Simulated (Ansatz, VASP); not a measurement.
Two plane-wave programs on Si

```
Si
1.0
     0.00000    2.45773    2.94829
     2.45773    0.00000    2.94829
     2.45773    2.45773    0.00000
Si
2
Direct
  0.50000 0.50000 0.50000
  0.75000 0.75000 0.75000
```

Alike in both runs: task single point; functional LDA; k mesh 12 × 12 × 12; occupations gaussian, width 0.05 eV; no spin polarisation.

|  | VASP | Ansatz |
| --- | --- | --- |
| version | VASP 6.6.1 | Ansatz 0.2.0 |
| potentials or method | VASP PAW LDA potentials, release 64 (Si) | scalar-relativistic, plane waves, PAW |
| plane-wave cutoff (eV) | 520 | 420 |
| valence electrons in the cell | 8 | 8 |

|  | VASP | Ansatz | Ansatz less VASP |
| --- | --- | --- | --- |
| gap on the k mesh at the Fermi level (eV) | none | none | - |
| pressure (GPa) | 10.1 | 10.0 | -0.07 |
| largest component of the traceless stress (GPa) | 14.21 | 14.22 | +0.012 |

A gap of «none» marks a metal or a gap that the smearing closes. Ansatz warned: «pseudo_functional_mismatch».
